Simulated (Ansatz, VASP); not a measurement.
# Si (a cell with a defect) in VASP and in Ansatz

```
Si
1.0
     0.00000    5.43000    5.43000
     5.43000    0.00000    5.43000
     5.43000    5.43000    0.00000
Si
17
Direct
  0.00789 0.97812 0.00745
  0.11812 0.11208 0.15676
  0.93359 0.02190 0.52239
  0.11814 0.11177 0.61358
  0.00795 0.50599 0.00772
  0.17404 0.60842 0.10890
  0.00802 0.50628 0.47858
  0.11815 0.65629 0.61322
  0.49006 0.99633 0.01705
  0.63650 0.11239 0.12560
  0.49006 0.99620 0.49662
  0.55041 0.14978 0.64986
  0.55233 0.48249 0.98267
  0.63660 0.62532 0.12566
  0.49003 0.51695 0.49661
  0.63669 0.62525 0.61257
  0.08734 0.30454 0.80392
```

Alike in both runs: functional PBE; k mesh 2 × 2 × 2; occupations fermi-dirac, width 0.02 eV; no spin polarisation.

Ansatz relaxed the structure, and its values are those at the end. VASP's run is a single point on that final structure, the one shown.

|  | VASP | Ansatz |
| --- | --- | --- |
| version | VASP 6.6.1 | Ansatz 0.2.0 |
| potentials or method | VASP PAW PBE potentials, release 64 (Si) | scalar-relativistic, plane waves, PAW |
| plane-wave cutoff (eV) | 520 | 420 |
| valence electrons in the cell | 68 | 68 |

```csv
,VASP,Ansatz,Ansatz less VASP
rms of the force components (eV/Å),0.025,0.025,-0.0003
```

Caveats: the k mesh is coarse (spacing up to 0.50 Å⁻¹), so the values aren't converged.
